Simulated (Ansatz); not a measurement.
# Si: how the k-point mesh moves the results

Theory: DFT PBE, scalar-relativistic, plane waves, PAW in Ansatz.

```
CELL_PARAMETERS angstrom
-3.31090 3.31090 3.31090
3.31090 -3.31090 3.31090
3.31090 3.31090 -3.31090
ATOMIC_POSITIONS crystal
Si 0.20600 0.20600 0.20600
Si 0.50000 0.00000 0.29400
Si 0.29400 0.50000 0.00000
Si 0.00000 0.29400 0.50000
Si 0.79400 0.79400 0.79400
Si 0.50000 0.00000 0.70600
Si 0.70600 0.50000 0.00000
Si 0.00000 0.70600 0.50000
```

| Quantity | Value |
| --- | --- |
| plane-wave cutoff | 420 eV |
| occupation rule | Gaussian smearing, 0.1 eV |
| spin treatment | unpolarised |

The atoms stay fixed while the k-point mesh is varied. ΔE is the energy extrapolated to zero smearing, less that of the reference run (12×12×12). The cell isn't necessarily relaxed at this level. The meshes are Γ-centred. Pressure is positive in compression.

Times are rough; the reference took 8.6 s on 2 threads of Intel(R) Xeon(R) Processor @ 2.70GHz, with other jobs on the host, peak memory 0.58 GiB.

Question: One run gave ΔE = -1009 meV/atom and P = -8.50 GPa. Which k-point mesh did it use, of 1×1×1, 2×2×2, 4×4×4, 6×6×6, 8×8×8, 10×10×10?

Answer: 1×1×1. All runs:

```csv
mesh,ΔE (meV/atom),P (GPa),largest change of a force component (eV/Å),irreducible points,wall time (s)
1×1×1,-1009,-8.50,1.236,1,0.61
2×2×2,106,2.19,0.026,3,0.8
4×4×4,0.92,0.96,0.009,8,1.3
6×6×6,0.65,0.99,0.016,18,2.2
8×8×8,0.08,0.96,0.003,35,6.7
10×10×10,-0.11,0.97,0.001,61,6
12×12×12,0.00,0.97,0.000,98,8.6
```

This form isn't the element's structure at ambient conditions.